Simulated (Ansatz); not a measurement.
# BAs: the cost of one run

Method: DFT PBEsol, scalar-relativistic, plane waves, PAW, in Ansatz 0.2.0.

## Step 1: The starting structure

It takes space group F-43m (No. 216, cubic). Conventional cell: a = 4.407 Å, b = 4.407 Å, c = 4.407 Å, α = 90.00°, β = 90.00°, γ = 90.00°. B (site symmetry -43m) is surrounded by 4 As at 1.91 Å. As (site symmetry -43m) is surrounded by 4 B at 1.91 Å.

As a file:

```
B As
1.0
     0.00000    2.20364    2.20364
     2.20364    0.00000    2.20364
     2.20364    2.20364    0.00000
B As
1 1
Direct
  0.00000 0.00000 0.00000
  0.75000 0.75000 0.75000
```

It was made, by the change told below, from a structure of the Materials Project.

## Step 2: Substitution of an element, cell strained: N → As, first probe

The structure above already holds this change against its source: As takes all sites of N, and lengths are scaled by 1.186 as a first guess of the size; strain xx, yy, zz, yz, xz, xy = +2.5, +2.5, +2.5, +0.0, +0.0, +0.0 %.

input.yaml reads:

```yaml
crystal:
  lattice:
    - [0.0, 2.2036364883, 2.2036364883]
    - [2.2036364883, 0.0, 2.2036364883]
    - [2.2036364883, 2.2036364883, 0.0]
  atoms:
    - { symbol: B, position: [0.0, 0.0, 0.0] }
    - { symbol: As, position: [0.75, 0.75, 0.75] }
basis:
  ecutwfc: 420
kpoints:
  mp_grid: { grid: [8, 8, 8] }
hamiltonian:
  xc: pbesol
scf:
  occupations: { method: gaussian, width: 0.1 }
output:
  forces: true
  stress: true
  eigenvalues: true
```

On the command line:

```console
$ ansatz run input.yaml --threads 1 --pin off --max-ram 1331MiB --backend cpu --events-out ev --progress --plain --runs-dir out
```

Q: Estimate wall time and peak memory on 1 thread of an x86-64 CPU, shared host.

About 2.9 s, with a peak of 0.3 GiB.
